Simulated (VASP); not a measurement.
Here is a VASP 6.6.1 calculation.

INCAR

```
SYSTEM = Hf
PREC = Accurate
ENCUT = 600
EDIFF = 1E-7
ISMEAR = 1
SIGMA = 0.1
LREAL = .FALSE.
LASPH = .TRUE.
NELM = 80
ALGO = Normal
ISIF = 4
LWAVE = .FALSE.
LCHARG = .FALSE.
IBRION = 2
NSW = 40
EDIFFG = -0.01
```

Contents of KPOINTS:

```
Automatic mesh
0
G
  15 15 7
  0 0 0
```

Contents of POSCAR:

```
Hf                                      
1.0
    3.0982086069      0.0000000000      0.0000000000
   -1.5491043035      2.6831273598      0.0000000000
    0.0000000000      0.0000000000      4.9107833907
  Hf            
     2
Direct
     0.3333333332999970    0.6666666667000030    0.2500000000000000
     0.6666666667000030    0.3333333332999970    0.7500000000000000
```

Potentials or basis: VASP PAW LDA potentials, release 64 (Hf_pv).

Launch:

```sh
$ cat potpaw_LDA.64/Hf_pv/POTCAR > POTCAR
$ mpirun -np 1 vasp_std > vasp.out
```

(1) What does it give for the band gap on the k mesh?

(2) What does it give for the energy gained by relaxing?

Results:

(1) none (metal or under the smearing width).

(2) 0.0 meV/atom.
